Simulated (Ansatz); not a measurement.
GaP

Computed with Ansatz (plane waves, PAW, 500 eV cutoff): r²SCAN, scalar-relativistic, no spin polarisation, 8×8×8 k-mesh, Gaussian smearing of 0.05 eV. The datasets are Ansatz's generated set soft_2.

```yaml
crystal:
  lattice:
    - [0.00000, 2.72570, 2.72570]
    - [2.72570, 0.00000, 2.72570]
    - [2.72570, 2.72570, 0.00000]
  atoms:
    - { symbol: Ga, position: [0.00000, 0.00000, 0.00000] }
    - { symbol: P, position: [0.75000, 0.75000, 0.75000] }
```

The chain of runs began from a cell as deposited in COD, expanded in volume.

Which orbitals make up the states within about 0.6 eV of each band edge?

Valence edge: P 3p 82 %, Ga 4p 16 %. Conduction edge: Ga 4p 42 %, Ga 4s 21 %, P 3p 19 %. Shares are among the projected shells; the gap is 1.84 eV.

Density of states (tetrahedra, averaged over 0.4 eV; states/eV per cell of 2 atoms; energy in eV from the Fermi level):

| E (eV) | DOS |
| --- | --- |
| -7.65 | 1.34 |
| -7.25 | 1.20 |
| -6.85 | 0.62 |
| -6.45 | 0.42 |
| -6.05 | 0.33 |
| -5.65 | 0.25 |
| -5.25 | 0.21 |
| -4.85 | 0.95 |
| -4.45 | 1.07 |
| -4.05 | 1.11 |
| -3.65 | 1.50 |
| -3.25 | 1.47 |
| -2.85 | 1.38 |
| -2.45 | 1.34 |
| -2.05 | 1.02 |
| -1.65 | 0.53 |
| -1.25 | 0.25 |
| -0.85 | 0.01 |
| -0.45 | 0.00 |
| -0.05 | 0.00 |
| 0.35 | 0.00 |
| 0.75 | 0.00 |
| 1.15 | 0.18 |
| 1.55 | 0.65 |
| 1.95 | 1.26 |
| 2.35 | 1.89 |
| 2.75 | 1.09 |
| 3.15 | 0.83 |
| 3.55 | 0.95 |
| 3.95 | 1.99 |
| 4.35 | 1.39 |
| 4.75 | 1.07 |
| 5.15 | 1.49 |
| 5.55 | 1.14 |
| 5.95 | 1.09 |

Formal charges Ga³⁺, P³⁻ balance and leave closed shells on every ion, so a band insulator is expected, and the gap is 1.84 eV.

The conduction edge mixes several shells, so no single label fits the gap.

Kohn–Sham gaps of semilocal functionals lie under measured ones, often by a third or more.
